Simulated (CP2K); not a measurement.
# Li (Im-3m) in CP2K: reference runs

Aim: a first look at Li with PBE, on the cell as given and on a disturbed one.

Program: CP2K 2026.2. These are calculated values, not measurements. Logs are shortened: lines on timing, memory, paths and dates and some standing lists are left out, and cuts for length are marked.

**1. The structure**

It takes space group Im-3m (No. 229, cubic). The conventional cell has a = 3.509 Å, b = 3.509 Å, c = 3.509 Å, α = 90.00°, β = 90.00°, γ = 90.00°. Li (site symmetry m-3m) is surrounded by 8 Li at 3.04 Å.

**2. Single point, PBE**

File li_scf.inp:

```
&GLOBAL
  PROJECT li_scf
  RUN_TYPE ENERGY_FORCE
  PRINT_LEVEL LOW
&END GLOBAL
&FORCE_EVAL
  METHOD QS
  STRESS_TENSOR ANALYTICAL
  &DFT
    BASIS_SET_FILE_NAME BASIS_MOLOPT_UZH
    POTENTIAL_FILE_NAME POTENTIAL_UZH
    &MGRID
      CUTOFF 450
      REL_CUTOFF 60
      NGRIDS 5
    &END MGRID
    &QS
      METHOD GPW
      EPS_DEFAULT 1.0E-10
    &END QS
    &KPOINTS
      SCHEME MONKHORST-PACK 11 11 11
      GAMMA_CENTERED T
      SYMMETRY T
      SYMMETRY_BACKEND SPGLIB
    &END KPOINTS
    &SCF
      SCF_GUESS ATOMIC
      EPS_SCF 1.0E-6
      MAX_SCF 100
      ADDED_MOS 5
      CHOLESKY OFF
      EPS_EIGVAL 1.0E-7
      &DIAGONALIZATION ON
        ALGORITHM STANDARD
      &END DIAGONALIZATION
      &MIXING ON
        METHOD BROYDEN_MIXING
        ALPHA 0.4
        BETA 1.5
        NBUFFER 8
      &END MIXING
      &SMEAR ON
        METHOD FERMI_DIRAC
        ELECTRONIC_TEMPERATURE 580.23
      &END SMEAR
    &END SCF
    &XC
      &XC_FUNCTIONAL
        &GGA_X_PBE
        &END GGA_X_PBE
        &GGA_C_PBE
        &END GGA_C_PBE
      &END XC_FUNCTIONAL
    &END XC
    &PRINT
      &KPOINTS ON
      &END KPOINTS
      &MULLIKEN ON
      &END MULLIKEN
      &MO ON
        ENERGIES T
        OCCUPATION_NUMBERS T
        &EACH
          QS_SCF 0
        &END EACH
        ADD_LAST NUMERIC
      &END MO
      &LOWDIN ON
      &END LOWDIN
      &HIRSHFELD ON
        SHAPE_FUNCTION DENSITY
      &END HIRSHFELD
      &E_DENSITY_CUBE ON
        STRIDE 1
      &END E_DENSITY_CUBE
      &V_HARTREE_CUBE ON
        STRIDE 1
      &END V_HARTREE_CUBE
      &ELF_CUBE ON
        STRIDE 1
      &END ELF_CUBE
    &END PRINT
  &END DFT
  &SUBSYS
    &CELL
      A 3.0391429495 0.0000000000 0.0000000000
      B -1.0130476498 2.8653314514 0.0000000000
      C -1.0130476498 -1.4326657257 2.4814498272
      PERIODIC XYZ
    &END CELL
    &COORD
      Li  0.0000000000 0.0000000000 0.0000000000
    &END COORD
    &KIND Li
      BASIS_SET TZVP-MOLOPT-PBE-GTH-q3
      POTENTIAL GTH-PBE-q3
    &END KIND
    &PRINT
      &ATOMIC_COORDINATES ON
      &END ATOMIC_COORDINATES
      &CELL ON
      &END CELL
    &END PRINT
  &END SUBSYS
  &PRINT
    &FORCES ON
    &END FORCES
    &STRESS_TENSOR ON
    &END STRESS_TENSOR
  &END PRINT
&END FORCE_EVAL
```

Potentials or basis: POTENTIAL_UZH Li GTH-PBE-q3; TZVP-MOLOPT-PBE-GTH basis.

Launch:

```bash
> OMP_NUM_THREADS=1 cp2k.psmp -i li_scf.inp -o li_scf.out
```

li_scf.out:

```text

 CP2K| version string:                                       CP2K version 2026.2
 CP2K| Input file name                                                li_scf.inp

 GLOBAL| Force Environment number                                              1
 GLOBAL| Basis set file name                                    BASIS_MOLOPT_UZH
 GLOBAL| Potential file name                                       POTENTIAL_UZH
 GLOBAL| MM Potential file name                                     MM_POTENTIAL
 GLOBAL| Coordinate file name                                      __STD_INPUT__
 GLOBAL| Method name                                                        CP2K
 GLOBAL| Project name                                                     li_scf
 GLOBAL| Run type                                                   ENERGY_FORCE
 GLOBAL| FFT library                                                       FFTW3
[... 6 lines left out ...]
 GLOBAL| Total number of message passing processes                             1
 GLOBAL| Number of threads for this process                                    1
 GLOBAL| CPU model name                                                  UNKNOWN

 CELL| Volume [angstrom^3]:                                            21.608842
 CELL| Vector a [angstrom]:       3.039     0.000     0.000   |a| =     3.039143
 CELL| Vector b [angstrom]:      -1.013     2.865     0.000   |b| =     3.039143
 CELL| Vector c [angstrom]:      -1.013    -1.433     2.481   |c| =     3.039143
 CELL| Angle (b,c), alpha [degree]:                                   109.471221
 CELL| Angle (a,c), beta  [degree]:                                   109.471221
 CELL| Angle (a,b), gamma [degree]:                                   109.471221
 CELL| Numerically orthorhombic:                                              NO
 CELL| Periodicity                                                           XYZ

 CELL_REF| Volume [angstrom^3]:                                        21.608842
 CELL_REF| Vector a [angstrom     3.039     0.000     0.000   |a| =     3.039143
 CELL_REF| Vector b [angstrom    -1.013     2.865     0.000   |b| =     3.039143
 CELL_REF| Vector c [angstrom    -1.013    -1.433     2.481   |c| =     3.039143
 CELL_REF| Angle (b,c), alpha [degree]:                               109.471221
 CELL_REF| Angle (a,c), beta  [degree]:                               109.471221
 CELL_REF| Angle (a,b), gamma [degree]:                               109.471221
 CELL_REF| Numerically orthorhombic:                                          NO
 CELL_REF| Periodicity                                                       XYZ
[... 9 lines left out ...]
 TOTAL NUMBERS AND MAXIMUM NUMBERS

  Total number of            - Atomic kinds:                                   1
                             - Atoms:                                          1
                             - Shell sets:                                     1
                             - Shells:                                         5
                             - Primitive Cartesian functions:                  5
                             - Cartesian basis functions:                      7
                             - Spherical basis functions:                      7

  Maximum angular momentum of- Orbital basis functions:                        1
                             - Local part of the GTH pseudopotential:          6

 MODULE QUICKSTEP: ATOMIC COORDINATES IN ANGSTROM

   Atom Kind Element         X             Y             Z       Z(eff)     Mass
      1    1 Li    3      0.000000      0.000000      0.000000   3.0000   6.9410

 SCF PARAMETERS         Density guess:                                    ATOMIC
                        --------------------------------------------------------
                        max_scf:                                             100
[... 7 lines left out ...]
                        --------------------------------------------------------
                        level_shift [a.u.]:                             0.000000
                        added MOs                                         5    0
                        --------------------------------------------------------
                        Mixing method:                            BROYDEN_MIXING
[... 11 lines left out ...]
 *******************************************************************************
 BRILLOUIN| K-point scheme                                        Monkhorst-Pack
 BRILLOUIN| K-Point grid                                            11   11   11
 BRILLOUIN| Gamma-centered k-point mesh                                     ON
 BRILLOUIN| K-point symmetry accuracy                               0.100000E-05
 BRILLOUIN| K-Point point group symmetrization                                ON
 BRILLOUIN| Symmetry backend                                             SPGLIB
 BRILLOUIN| Symmetry reduction method                                    SPGLIB
 BRILLOUIN| Wavefunction type                                            COMPLEX
 BRILLOUIN| List of Kpoints [2 Pi/Bohr]                                       56
 BRILLOUIN| Number           Weight            X              Y              Z
 BRILLOUIN|     1           0.00601       -0.45455       -0.45455       -0.45455
 BRILLOUIN|     2           0.01803       -0.45455       -0.45455       -0.36364
 BRILLOUIN|     3           0.01803       -0.45455       -0.45455       -0.27273
 BRILLOUIN|     4           0.01803       -0.45455       -0.45455       -0.18182
 BRILLOUIN|     5           0.01803       -0.45455       -0.45455       -0.09091
 BRILLOUIN|     6           0.00451       -0.45455       -0.45455        0.45455
[... 32 lines left out ...]
 BRILLOUIN|    39           0.03606       -0.36364        0.00000        0.09091
 BRILLOUIN|    40           0.01803       -0.36364        0.00000        0.18182
 [... further k-points ...]
 *******************************************************************************

 Extrapolation method: initial_guess

 Number of electrons:                                                          3
 Number of occupied orbitals:                                                  2
 Number of molecular orbitals:                                                 7

 Number of orbital functions:                                                  7
 Number of independent orbital functions:                                      7

 SCF WAVEFUNCTION OPTIMIZATION

  Step     Update method      Time    Convergence         Total energy    Change
  ------------------------------------------------------------------------------
     1 NoMix/Diag. 0.40E+00    1.4     0.49761083        -7.5147052676 -7.51E+00
     2 Broy./Diag. 0.40E+00    1.2     0.00108634        -7.4722037636  4.25E-02
     3 Broy./Diag. 0.40E+00    1.2     0.00194795        -7.4768269760 -4.62E-03
     4 Broy./Diag. 0.40E+00    1.2     0.00155545        -7.4748324009  1.99E-03
     5 Broy./Diag. 0.40E+00    1.2     0.00041347        -7.4730812423  1.75E-03
     6 Broy./Diag. 0.40E+00    1.2     0.00027229        -7.4722138638  8.67E-04
     7 Broy./Diag. 0.40E+00    1.2     0.00001826        -7.4720902920  1.24E-04
     8 Broy./Diag. 0.40E+00    1.2     0.00001797        -7.4720886946  1.60E-06
     9 Broy./Diag. 0.40E+00    1.2     0.00000065        -7.4720872419  1.45E-06

  *** SCF run converged in     9 steps ***

  Electronic density on regular grids:         -2.9999999997        0.0000000003
  Core density on regular grids:                2.9999999995       -0.0000000005
  Total charge density on r-space grids:       -0.0000000002
  Total charge density g-space grids:          -0.0000000002

  Overlap energy of the core charge distribution:               0.00000000000000
  Self energy of the core charge distribution:                 -6.35115160296903
  Core Hamiltonian energy:                                      0.29977765044208
  Hartree energy:                                               0.40265463654798
  Exchange-correlation energy:                                 -1.82323871627894
  Electronic entropic energy:                                  -0.00012920947009
  Fermi energy:                                                 0.00759166786171

  Total energy:                                                -7.47208724188314
  Total energy (extrapolated to T->0):                         -7.47202263714809

 MO| EIGENVALUES AND OCCUPATION NUMBERS FOR K POINT 1
 MO|
 MO|  Index      Eigenvalue [a.u.]        Eigenvalue [eV]             Occupation
 MO|      1              -1.706646             -46.440194               2.000000
 MO|      2               0.197819               5.382919               0.000000
 MO|      3               0.197819               5.382919               0.000000
 MO|      4               0.213164               5.800479               0.000000
 MO|      5               0.509619              13.867429               0.000000
 MO|      6               1.509824              41.084413               0.000000
 MO|      7               4.376698             119.096001               0.000000
 MO| Sum:                                                               2.000000
 MO| E(Fermi):            0.007592 a.u.          0.206580 eV
[... 157 lines left out ...]
 MO| EIGENVALUES AND OCCUPATION NUMBERS FOR K POINT 14
 MO|
 MO|  Index      Eigenvalue [a.u.]        Eigenvalue [eV]             Occupation
 MO|      1              -1.706771             -46.443595               2.000000
 MO|      2               0.073307               1.994788               0.000000
 MO|      3               0.185439               5.046059               0.000000
 MO|      4               0.295346               8.036776               0.000000
 MO|      5               0.515838              14.036676               0.000000
 MO|      6               0.959844              26.118680               0.000000
 MO|      7               3.502376              95.304501               0.000000
 MO| Sum:                                                               2.000000
 MO| E(Fermi):            0.007592 a.u.          0.206580 eV

 [... the levels of further k-points ...]

 The electron density is written in Cube    file format to the file:

 li_scf-ELECTRON_DENSITY-1_0.cube

 !-----------------------------------------------------------------------------!
                     Mulliken Population Analysis

 #  Atom  Element  Kind  Atomic population                           Net charge
       1     Li       1          3.000000                              0.000000
 # Total charge                              3.000000                  0.000000

 !-----------------------------------------------------------------------------!

 !-----------------------------------------------------------------------------!
                           Hirshfeld Charges

  #Atom  Element  Kind  Ref Charge     Population                    Net charge
      1       Li     1       3.000          3.000                        -0.000

  Total Charge                                                           -0.000
 !-----------------------------------------------------------------------------!

 LOWDIN POPULATION ANALYSIS

 #  Atom  Element  Kind  Atomic population                           Net charge
       1     Li       1          3.000000                              0.000000
 # Total charge                              3.000000                  0.000000

               ----- ELF is computed on the real space grid -----

 ELF is written in Cube    file format to the file:

 li_scf-ELF_S1-1_0.cube

 ENERGY| Total FORCE_EVAL ( QS ) energy [hartree]             -7.472086844324275

 FORCES| Atomic forces [hartree/bohr]
 FORCES|   Atom     x               y               z               |f|
 FORCES|      1  9.00573558E-17  9.41395205E-16  6.57966939E-16   1.15206586E-15
 FORCES| Sum     9.00573558E-17  9.41395205E-16  6.57966939E-16
 FORCES| Total atomic force                                       1.15206586E-15

 STRESS| Analytical stress tensor [bar]
 STRESS|                        x                   y                   z
 STRESS|      x       -7.79501756333E+03  -4.41000128780E-01  -7.66249234833E-01
 STRESS|      y       -4.41000128780E-01  -7.79533472094E+03  -1.08271485411E+00
 STRESS|      z       -7.66249234833E-01  -1.08271485411E+00  -7.79658098855E+03
 STRESS| 1/3 Trace                                            -7.79564442427E+03
 STRESS| Determinant                                          -4.73757443603E+11

 STRESS| Eigenvectors and eigenvalues of the analytical stress tensor [bar]
 STRESS|                        1                   2                   3
 STRESS| Eigenvalues  -7.79751948738E+03  -7.79470932760E+03  -7.79470445783E+03
 STRESS|      x           0.333174879508      0.357399071246      0.872502380247
 STRESS|      y           0.471804631389     -0.864381927782      0.173908805765
 STRESS|      z           0.816330135095      0.353708618493     -0.456612881706
```

Run time: 15 s. Hardware: 1 thread of Arm Neoverse V1, shared host; peak memory 0.2 GiB.

Results:

```yaml
Free_energy: -203.3258 eV
Pressure: -0.8 GPa
Band_gap_on_the_k_mesh: none (metal or under the smearing width)
```

Levels at points of the mesh, in eV from the Fermi level:
```tsv
k point	band 1	band 2	band 3	band 4	band 5	band 6
(0.00, 0.00, 0.00)	-46.67	-3.53	17.15	17.15	17.15	37.40
```

Caveat: the basis of atomic orbitals isn't converged, which shifts pressures, moduli and gaps.

**3. Single point, PBE (cell strained at random at fixed volume)**

Changes to li_scf.inp since step 2:

```diff
@@ -14,3 +14,3 @@
       REL_CUTOFF 60
-      NGRIDS 5
+      NGRIDS 4
     &END MGRID
@@ -44,3 +44,3 @@
         METHOD FERMI_DIRAC
-        ELECTRONIC_TEMPERATURE 580.23
+        ELECTRONIC_TEMPERATURE [K] 580.226
       &END SMEAR
@@ -48,7 +48,3 @@
     &XC
-      &XC_FUNCTIONAL
-        &GGA_X_PBE
-        &END GGA_X_PBE
-        &GGA_C_PBE
-        &END GGA_C_PBE
+      &XC_FUNCTIONAL PBE
       &END XC_FUNCTIONAL
@@ -73,11 +69,2 @@
       &END HIRSHFELD
-      &E_DENSITY_CUBE ON
-        STRIDE 1
-      &END E_DENSITY_CUBE
-      &V_HARTREE_CUBE ON
-        STRIDE 1
-      &END V_HARTREE_CUBE
-      &ELF_CUBE ON
-        STRIDE 1
-      &END ELF_CUBE
     &END PRINT
@@ -86,5 +73,4 @@
     &CELL
-      A 3.0391429495 0.0000000000 0.0000000000
-      B -1.0130476498 2.8653314514 0.0000000000
-      C -1.0130476498 -1.4326657257 2.4814498272
+      ABC 3.0226332372 3.0452110618 3.0622534886
+      ALPHA_BETA_GAMMA 110.7208931835 108.2130297232 109.7822341661
       PERIODIC XYZ
@@ -92,3 +78,4 @@
     &COORD
-      Li  0.0000000000 0.0000000000 0.0000000000
+      SCALED
+      Li  -0.0115750000 0.0084400000 -0.0235300000
     &END COORD
```

Potentials or basis: POTENTIAL_UZH Li GTH-PBE-q3; TZVP-MOLOPT-PBE-GTH basis.

Launch:

```bash
> OMP_NUM_THREADS=1 cp2k.psmp -i li_scf.inp -o li_scf.out
```

li_scf.out:

```text

 CP2K| version string:                                       CP2K version 2026.2
 CP2K| Input file name                                                li_scf.inp

 GLOBAL| Force Environment number                                              1
 GLOBAL| Basis set file name                                    BASIS_MOLOPT_UZH
 GLOBAL| Potential file name                                       POTENTIAL_UZH
 GLOBAL| MM Potential file name                                     MM_POTENTIAL
 GLOBAL| Coordinate file name                                      __STD_INPUT__
 GLOBAL| Method name                                                        CP2K
 GLOBAL| Project name                                                     li_scf
 GLOBAL| Run type                                                   ENERGY_FORCE
 GLOBAL| FFT library                                                       FFTW3
[... 6 lines left out ...]
 GLOBAL| Total number of message passing processes                             1
 GLOBAL| Number of threads for this process                                    1
 GLOBAL| CPU model name                                                  UNKNOWN

 CELL| Volume [angstrom^3]:                                            21.608838
[... 368 lines left out ...]

 LOWDIN POPULATION ANALYSIS

 #  Atom  Element  Kind  Atomic population                           Net charge
       1     Li       1          3.000000                              0.000000
 # Total charge                              3.000000                  0.000000

 ENERGY| Total FORCE_EVAL ( QS ) energy [hartree]             -7.472075689626071

 FORCES| Atomic forces [hartree/bohr]
 FORCES|   Atom     x               y               z               |f|
 FORCES|      1 -1.96351951E-06 -2.93990071E-06 -7.66090615E-08   3.53614112E-06
 FORCES| Sum    -1.96351951E-06 -2.93990071E-06 -7.66090615E-08
 FORCES| Total atomic force                                       3.53614112E-06

 STRESS| Analytical stress tensor [bar]
 STRESS|                        x                   y                   z
 STRESS|      x       -6.17047024506E+03   3.25259736179E+02   3.19766348738E+02
 STRESS|      y        3.25259736179E+02  -8.62482265423E+03   1.72557976776E+03
 STRESS|      z        3.19766348738E+02   1.72557976776E+03  -8.68437970861E+03
 STRESS| 1/3 Trace                                            -7.82655753597E+03
 STRESS| Determinant                                          -4.41642899085E+11

 STRESS| Eigenvectors and eigenvalues of the analytical stress tensor [bar]
 STRESS|                        1                   2                   3
 STRESS| Eigenvalues  -1.03804378764E+04  -7.14274210031E+03  -5.95649263119E+03
 STRESS|      x          -0.000012241516     -0.424713586221      0.905327769114
 STRESS|      y          -0.700978680089      0.645667319760      0.302890412947
 STRESS|      z           0.713182227703      0.634611756804      0.297723073031
```

Run time: 29 s. Hardware: 1 thread of Arm Neoverse V1, shared host; peak memory 0.21 GiB.

Results:

| Quantity | Value |
| --- | --- |
| Free energy | -203.3255 eV |
| Pressure | -0.8 GPa |
| Band gap on the k mesh | none (metal or under the smearing width) |

Caveat: the basis of atomic orbitals isn't converged, which shifts pressures, moduli and gaps.
